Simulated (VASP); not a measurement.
# NiO (Fm-3m) in VASP: notebook, part 3 of 3

VASP 6.6.1. Earlier steps stand in the parts before.

## 4. Relaxation of cell and atoms, PBE, collinear spin, ferromagnetic start

This run uses another cell than the first one, of 9.34 Å³/atom, 1.029 times its volume.

The input, INCAR:

```
SYSTEM = NiO
  PREC = Accurate
  ENCUT = 600
  EDIFF = 1E-7
  ISMEAR = 0
  SIGMA = 0.03
  LREAL = .FALSE.
  LASPH = .TRUE.
  NELM = 150
  ALGO = Normal
  ISIF = 3
  LWAVE = .FALSE.
  LCHARG = .FALSE.
  ISPIN = 2
  MAGMOM = 2 0
  LORBIT = 11
  LMAXMIX = 4
  GGA = PE
  IBRION = 2
  NSW = 90
  EDIFFG = -0.005
  AMIX = 0.2
  BMIX = 1E-4
  AMIX_MAG = 0.8
  BMIX_MAG = 1E-4
```

The input, KPOINTS:

```
regular mesh
0
G
  12 12 12
  0 0 0
```

The input, POSCAR:

```
NiO                                     
1.0
   -0.0000000000      2.1060867190      2.1060867190
    2.1060867190      0.0000000000      2.1060867190
    2.1060867190      2.1060867190     -0.0000000000
  Ni              O             
     1     1
Direct
     0.0000000000000000    0.0000000000000000    0.0000000000000000
     0.5000000000000000    0.5000000000000000    0.5000000000000000
```

Potentials or basis: VASP PAW PBE potentials, release 64 (Ni, O).

Command:

```bash
cat potpaw_PBE.64/Ni/POTCAR potpaw_PBE.64/O/POTCAR > POTCAR
mpirun -np 1 vasp_std > vasp.out
```

OUTCAR:

```text
SYSTEM = NiO
   PREC = Accurate
   ENCUT = 600
   EDIFF = 1E-7
   ISMEAR = 0
   LREAL = .FALSE.
   LASPH = .TRUE.
   NELM = 150
   ISIF = 3
   ISPIN = 2
   LORBIT = 11
   GGA = PE
   IBRION = 2
   NSW = 90
   EDIFFG = -0.005
   AMIX = 0.2
   AMIX_MAG = 0.8

 ion  position               nearest neighbor table
   1  0.000  0.000  0.000-   2 2.11   2 2.11   2 2.11   2 2.11   2 2.11   2 2.11
   2  0.500  0.500  0.500-   1 2.11   1 2.11   1 2.11   1 2.11   1 2.11   1 2.11

  LATTYP: Found a face centered cubic cell.
 ALAT       =     4.2121734380

  Lattice vectors:

 A1 = (   0.0000000000,   2.1060867190,   2.1060867190)
 A2 = (   2.1060867190,   0.0000000000,   2.1060867190)
 A3 = (   2.1060867190,   2.1060867190,   0.0000000000)

Analysis of symmetry for initial positions (statically):
=====================================================================
 Subroutine PRICEL returns:
 Original cell was already a primitive cell.

 Routine SETGRP: Setting up the symmetry group for a
 face centered cubic supercell.

 Subroutine GETGRP returns: Found 48 space group operations
 (whereof 48 operations were pure point group operations)
 out of a pool of 48 trial point group operations.

The static configuration has the point symmetry O_h .

Analysis of symmetry for dynamics (positions and initial velocities):
=====================================================================
 Subroutine PRICEL returns:
 Original cell was already a primitive cell.

 Routine SETGRP: Setting up the symmetry group for a
 face centered cubic supercell.

 Subroutine GETGRP returns: Found 48 space group operations
 (whereof 48 operations were pure point group operations)
 out of a pool of 48 trial point group operations.

The dynamic configuration has the point symmetry O_h .

Analysis of structural, dynamic, and magnetic symmetry:
=====================================================================
 Subroutine PRICEL returns:
 Original cell was already a primitive cell.

 Routine SETGRP: Setting up the symmetry group for a
 face centered cubic supercell.

 Subroutine GETGRP returns: Found 48 space group operations
 (whereof 48 operations were pure point group operations)
 out of a pool of 48 trial point group operations.

The overall configuration has the point symmetry O_h .

 Subroutine INISYM returns: Found 48 space group operations
 (whereof 48 operations are pure point group operations),
 and found     1 'primitive' translations

----------------------------------------------------------------------------------------

                                     Primitive cell

  volume of cell :      18.6835

  direct lattice vectors                    reciprocal lattice vectors
     0.000000000  2.106086719  2.106086719    -0.237407128  0.237407128  0.237407128
     2.106086719  0.000000000  2.106086719     0.237407128 -0.237407128  0.237407128
     2.106086719  2.106086719  0.000000000     0.237407128  0.237407128 -0.237407128

  length of vectors
     2.978456402  2.978456402  2.978456402     0.411201208  0.411201208  0.411201208

  position of ions in fractional coordinates (direct lattice)
     0.000000000  0.000000000  0.000000000
     0.500000000  0.500000000  0.500000000

  ion indices of the primitive-cell ions
   primitive index   ion index
                 1           1
                 2           2

----------------------------------------------------------------------------------------

 KPOINTS: regular mesh

[... 84 lines left out ...]
   IALGO  =     38    algorithm
   IMIX   =      4    mixing-type and parameters
     AMIX     =   0.20;   BMIX     =  0.00
     AMIX_MAG =   0.80;   BMIX_MAG =  0.00
  volume/ion in A,a.u.               =       9.34        63.04
  Fermi-wavevector in a.u.,A,eV,Ry     =   1.554635  2.937835 32.883805  2.416891
  Thomas-Fermi vector in A             =   2.658693
   LORBIT       =     11    0 simple, 1 ext, 2 COOP (PROOUT), +10 PAW based schemes
   GGA     = PE    functional components
   LHFCALC =     F    Hartree Fock is set to
   AEXX    =    0.0000 exact exchange contribution
   IVDW    =     0    specifies the selected vdW correction
   LEPSILON=     F    determine dielectric tensor
   LRPA    =     F    only Hartree local field effects (RPA)
 conjugate gradient relaxation of ions
 spin polarized calculation
 Gauss-broadening in eV      SIGMA  =   0.03
  energy-cutoff  :      600.00
  volume of cell :       18.68
 maximum number of plane-waves:       636
   NGX = 11   NGY = 11   NGZ = 11

 number of electron      16.0000014 magnetization       1.7860487

 Free energy of the ion-electron system (eV)
  ---------------------------------------------------
  ext. energy  EPLUGINS =         0.00000000
  ---------------------------------------------------
  free energy    TOTEN  =       -11.48041679 eV

  energy without entropy =      -11.47977897  energy(sigma->0) =      -11.48009788

 E-fermi :   7.5002     XC(G=0): -12.5305

 val. band max:        7.4874923783   @ k =   0.3333   0.2500   0.0000
 cond. band min:       7.5097082758   @ k =   0.5000   0.0833   0.0000
 fundamental gap:      0.0222158975
 Fermi energy:         7.5002260967

 spin component 1

 k-point     1 :       0.0000    0.0000    0.0000
  band No.  band energies     occupation
      1     -12.5933      1.00000
      2       4.3910      1.00000
      3       4.3910      1.00000
      4       4.6469      1.00000
      5       4.6469      1.00000
      6       4.6469      1.00000
      7       4.9086      1.00000
      8       4.9087      1.00000
      9       4.9087      1.00000
     10       8.9262      0.00000
     11      25.3041      0.00000
     12      26.2579      0.00000
     13      26.2579      0.00000
[... 356 lines left out ...]
      2      -0.0012      1.00000
      3       1.7429      1.00000
      4       1.8573      1.00000
      5       5.3810      1.00000
      6       5.5742      1.00000
      7       6.0013      1.00000
      8       6.7964      1.00000
      9       7.4839      0.77945
     10      14.4838      0.00000
     11      16.8849      0.00000
     12      19.5933      0.00000
     13      21.9664      0.00000

 [... further k-points ...]

 spin component 2

 k-point     1 :       0.0000    0.0000    0.0000
  band No.  band energies     occupation
      1     -12.1441      1.00000
      2       5.1641      1.00000
      3       5.1641      1.00000
      4       5.1641      1.00000
      5       5.7342      1.00000
      6       5.7345      1.00000
      7       5.7345      1.00000
      8       6.9814      1.00000
      9       6.9816      1.00000
     10       9.2789      0.00000
     11      25.2404      0.00000
     12      26.4722      0.00000
     13      26.4725      0.00000
[... 356 lines left out ...]
      2       0.3920      1.00000
      3       2.6026      1.00000
      4       2.9873      1.00000
      5       6.5237      1.00000
      6       6.5364      1.00000
      7       6.8802      1.00000
      8       8.7611      0.00000
      9       9.5090      0.00000
     10      14.7497      0.00000
     11      17.4133      0.00000
     12      19.8835      0.00000
     13      22.2948      0.00000

 [... further k-points ...]
[... 5 lines left out ...]
  --------------------------------------------------------------------------------------
  -------------------------------------------------------------------------------------
  Total        0.0087809      0.0087809      0.0087809      0.0000000      0.0000000     -0.0000000
  in kB        0.7529919      0.7529919      0.7529919      0.0000000      0.0000000     -0.0000000
  external PRESSURE =       0.7529919 kB  Pullay stress =       0.0000000 kB

 VOLUME and BASIS-vectors are now :
 -----------------------------------------------------------------------------
  energy-cutoff  :      600.00
  volume of cell :       18.68
      direct lattice vectors                 reciprocal lattice vectors
     0.000000000  2.106086719  2.106086719    -0.237407128  0.237407128  0.237407128
     2.106086719  0.000000000  2.106086719     0.237407128 -0.237407128  0.237407128
     2.106086719  2.106086719  0.000000000     0.237407128  0.237407128 -0.237407128

 POSITION                                       TOTAL-FORCE (eV/Angst)
 -----------------------------------------------------------------------------------
      0.00000      0.00000      0.00000        -0.000000     -0.000000     -0.000000
      2.10609      2.10609      2.10609         0.000000      0.000000      0.000000
 -----------------------------------------------------------------------------------
    total drift:                                0.000000     -0.000000     -0.000000

  FREE ENERGIE OF THE ION-ELECTRON SYSTEM (eV)
  ---------------------------------------------------
  free  energy   TOTEN  =       -11.4804167923 eV

  energy  without entropy=      -11.4797789729  energy(sigma->0) =      -11.48009788

 reached required accuracy - stopping structural energy minimisation

 total charge

# of ion       s       p       d       tot
------------------------------------------
    1        0.324   0.386   8.227   8.937
    2        1.553   3.414   0.000   4.967
--------------------------------------------------
tot          1.877   3.800   8.227  13.904

 magnetization (x)

# of ion       s       p       d       tot
------------------------------------------
    1        0.011   0.015   1.441   1.467
    2        0.027   0.246   0.000   0.274
--------------------------------------------------
tot          0.039   0.261   1.441   1.741
```

Run time: 68 s. Hardware: 1 thread of AMD EPYC 7R43 (Zen 3), shared host; peak memory 0.13 GiB.

What came out:

* Free energy: -11.4804 eV
* Pressure after relaxing: 0.1 GPa
* Band gap on the k mesh: none (metal or under the smearing width)
* Net moment: 1.79 μB per cell
* Site moments: Ni +1.47; O +0.27 μB
* Valence electrons inside the program's atomic spheres: Ni 8.94; O 4.97

Final structure:
```cif
data_structure
_symmetry_space_group_name_H-M 'P 1'
_symmetry_Int_Tables_number 1
_cell_length_a 2.9785
_cell_length_b 2.9785
_cell_length_c 2.9785
_cell_angle_alpha 60.000
_cell_angle_beta 60.000
_cell_angle_gamma 60.000
_cell_volume 18.68
loop_
_atom_site_label
_atom_site_type_symbol
_atom_site_fract_x
_atom_site_fract_y
_atom_site_fract_z
_atom_site_occupancy
Ni1 Ni 0.00000 0.00000 0.00000 1
O1 O 0.50000 0.50000 0.50000 1
```

Caveat: the relaxation stopped at its first step, so nothing moved; a cell with one magnetic atom can't hold antiferromagnetic order, which such compounds often take; semilocal functionals often make such compounds metallic where correlation or magnetic order opens a gap, which also shifts bond lengths.

## 5. Single point, r2SCAN, collinear spin, ferromagnetic start

The input, INCAR:

```
PREC = Accurate
ENCUT = 600
EDIFF = 1E-7
ISMEAR = 0
SIGMA = 0.03
LREAL = F
LASPH = T
NELM = 150
ALGO = Normal
ISIF = 2
LWAVE = F
LCHARG = F
ISPIN = 2
MAGMOM = 2 0
LORBIT = 11
LMAXMIX = 4
METAGGA = R2SCAN
LMIXTAU = T
AMIX = 0.2
BMIX = 1E-4
AMIX_MAG = 0.8
BMIX_MAG = 1E-4
```

The input, KPOINTS:

```
Automatic mesh
0
Gamma
  12 12 12
```

The input, POSCAR:

```
NiO
1.0
    0.0000000000      2.0859016400      2.0859016400
    2.0859016400      0.0000000000      2.0859016400
    2.0859016400      2.0859016400      0.0000000000
Ni O
1 1
Direct
    0.0000000000      0.0000000000      0.0000000000
    0.5000000000      0.5000000000      0.5000000000
```

Command:

```bash
cat potpaw_PBE.64/Ni/POTCAR potpaw_PBE.64/O/POTCAR > POTCAR
mpirun -np 1 vasp_std > vasp.out
```

Run time: 88 s. Hardware: 1 thread of Intel Xeon Platinum 8488C (Sapphire Rapids), shared host; peak memory 0.18 GiB.

It converged, with:

| Property | Result |
| --- | --- |
| Free energy | -20.1129 eV |
| Pressure | 2.4 GPa |
| Band gap on the k mesh | 0.70 eV, indirect (least direct gap 1.74 eV) |
| Net moment | 2.00 μB per cell |
| Site moments | Ni +1.69; O +0.28 μB |
| Valence electrons inside the program's atomic spheres | Ni 8.94; O 5.05 |

Levels at points of the mesh, in eV from the valence-band top:
Spin up:
| k point | band 5 | band 6 | band 7 | band 8 | band 9 | band 10 | band 11 | band 12 | band 13 |
| --- | --- | --- | --- | --- | --- | --- | --- | --- | --- |
| (0.00, 0.00, 0.00) | -3.12 | -3.12 | -2.83 | -2.83 | -2.83 | 2.20 | 18.83 | 19.69 | 19.69 |
| (0.50, 0.00, 0.00) | -2.52 | -2.52 | -1.84 | 0.00 | 0.00 | 6.35 | 10.97 | 14.91 | 14.91 |
| (0.50, 0.50, 0.00) | -3.90 | -3.70 | -3.12 | -2.19 | -2.19 | 6.83 | 11.67 | 12.78 | 17.81 |
Spin down:
```csv
k point,band 4,band 5,band 6,band 7,band 8,band 9,band 10,band 11
"(0.00, 0.00, 0.00)",-2.23,-2.14,-2.14,-2.14,0.70,0.70,2.76,18.92
"(0.50, 0.00, 0.00)",-4.46,-1.28,-1.28,-0.89,3.50,3.50,6.65,11.79
"(0.50, 0.50, 0.00)",-3.58,-3.12,-1.22,-1.22,1.17,1.74,7.47,12.28
```

Caveat: the PAW data sets were made with another functional, which shifts forces and pressure a little; a cell with one magnetic atom can't hold antiferromagnetic order, which such compounds often take. A k mesh can miss the band edges.

## 6. Relaxation of cell and atoms, r2SCAN, collinear spin, ferromagnetic start

The input, INCAR:

```
ALGO = Normal
AMIX = 0.2
AMIX_MAG = 0.8
BMIX = 1E-4
BMIX_MAG = 1E-4
EDIFF = 1E-6
EDIFFG = -0.01
ENCUT = 600
IBRION = 2
ISIF = 3
ISMEAR = 0
ISPIN = 2
LASPH = T
LCHARG = F
LMAXMIX = 4
LMIXTAU = T
LORBIT = 11
LREAL = F
LWAVE = F
MAGMOM = 2 0
METAGGA = R2SCAN
NELM = 150
NSW = 90
PREC = Accurate
SIGMA = 0.03
```

The input, KPOINTS:

```
k-points
0
Gamma
  12 12 12
```

POSCAR is that of step 5.

Potentials or basis: VASP PAW PBE potentials, release 64 (Ni, O).

Command:

```bash
cat potpaw_PBE.64/Ni/POTCAR potpaw_PBE.64/O/POTCAR > POTCAR
mpirun -np 1 vasp_std > vasp.out
```

Run time: 2.9 min. Hardware: 1 thread of Intel Xeon Platinum 8488C (Sapphire Rapids), shared host; peak memory 0.19 GiB.

Results (log left out):

| Quantity | Value |
| --- | --- |
| Free energy | -20.1143 eV |
| Relaxed volume | 9.17 Å³/atom |
| Relaxed cell | a = 2.961 Å, b = 2.961 Å, c = 2.961 Å, α = 60.00°, β = 60.00°, γ = 60.00° |
| Space group after relaxing (to 0.05 Å) | Fm-3m (No. 225) |
| Energy gained by relaxing | 0.7 meV/atom |
| Ionic steps | 3 |
| Pressure after relaxing | 0.1 GPa |
| Band gap on the k mesh | 0.74 eV, indirect (least direct gap 1.75 eV) |
| Net moment | 2.00 μB per cell |
| Site moments | Ni +1.69; O +0.28 μB |
| Valence electrons inside the program's atomic spheres | Ni 8.91; O 5.04 |

Step by step:
```tsv
step	energy change (eV)	largest force (eV/Å)	pressure (GPa)	volume (Å³)
1	0.0000	0.0000	2.42	18.15
2	-0.0005	0.0000	-1.90	18.51
3	-0.0015	0.0000	0.06	18.35
```

Final structure:
```
Ni O
1.0
     0.00000    2.09340    2.09340
     2.09340    0.00000    2.09340
     2.09340    2.09340    0.00000
Ni O
1 1
Direct
  0.00000 0.00000 0.00000
  0.50000 0.50000 0.50000
```

Levels at points of the mesh, in eV from the valence-band top:
Spin up:
```
           k point  band 5  band 6  band 7  band 8  band 9  band 10  band 11  band 12  band 13
(0.00, 0.00, 0.00)   -3.08   -3.08   -2.76   -2.76   -2.76     2.16    18.81    19.63    19.63
(0.50, 0.00, 0.00)   -2.49   -2.49   -1.82    0.00    0.00     6.35    10.88    14.86    14.86
(0.50, 0.50, 0.00)   -3.84   -3.67   -3.12   -2.17   -2.17     6.78    11.61    12.75    17.70
```
Spin down:
```
           k point  band 4  band 5  band 6  band 7  band 8  band 9  band 10  band 11
(0.00, 0.00, 0.00)   -2.19   -2.07   -2.07   -2.07    0.74    0.74     2.72    18.90
(0.50, 0.00, 0.00)   -4.36   -1.25   -1.25   -0.88    3.49    3.49     6.65    11.70
(0.50, 0.50, 0.00)   -3.50   -3.05   -1.20   -1.20    1.20    1.74     7.41    12.22
```

Caveat: the PAW data sets were made with another functional, which shifts forces and pressure a little; a cell with one magnetic atom can't hold antiferromagnetic order, which such compounds often take. Zero-point motion and thermal expansion aren't in these numbers.

## 7. Summary

```tsv
task	level	cell	gap on the mesh (eV)	pressure (GPa)	moment (μB)
single point	PBE	Fm-3m, 9.08 Å³/atom	none	4.5	1.65
relaxation of cell and atoms	PBE	relaxed	none	0.1	1.79
single point	r2SCAN	Fm-3m, 9.08 Å³/atom	0.70	2.4	2.00
relaxation of cell and atoms	r2SCAN	relaxed	0.74	0.1	2.00
```

Alike in all rows: potentials or basis VASP PAW PBE potentials, release 64 (Ni, O); spin collinear, ferromagnetic start; k mesh 12 × 12 × 12; cutoff (eV) 600; smearing gaussian 0.03 eV.

Caveats: a cell with one magnetic atom can't hold antiferromagnetic order, which such compounds often take; semilocal functionals often make such compounds metallic where correlation or magnetic order opens a gap, which also shifts bond lengths (some runs); the PAW data sets were made with another functional, which shifts forces and pressure a little (some runs); the relaxation stopped at its first step, so nothing moved (some runs).

Total energies depend on the potentials used, so only differences within one code and one set of settings carry meaning.

## 8. Against experiment

Step 2. A measured gap of NiO is 4.3 eV (quoted in “Local correlations, non-local screening, multiplets, and band formation in NiO”, 2012, arxiv:1210.6675); the calculated 0.00 eV misses it by -4.30 eV. So large a miss can be the level of theory's own, or it may mean another phase, state or a wrong row. The value is that of PBE on a finite k mesh, which can miss the band edges, without temperature or zero-point motion. Semilocal functionals fall short of measured gaps as a rule. The run's magnetic order (collinear spin, ferromagnetic start) needn't be the measured crystal's.
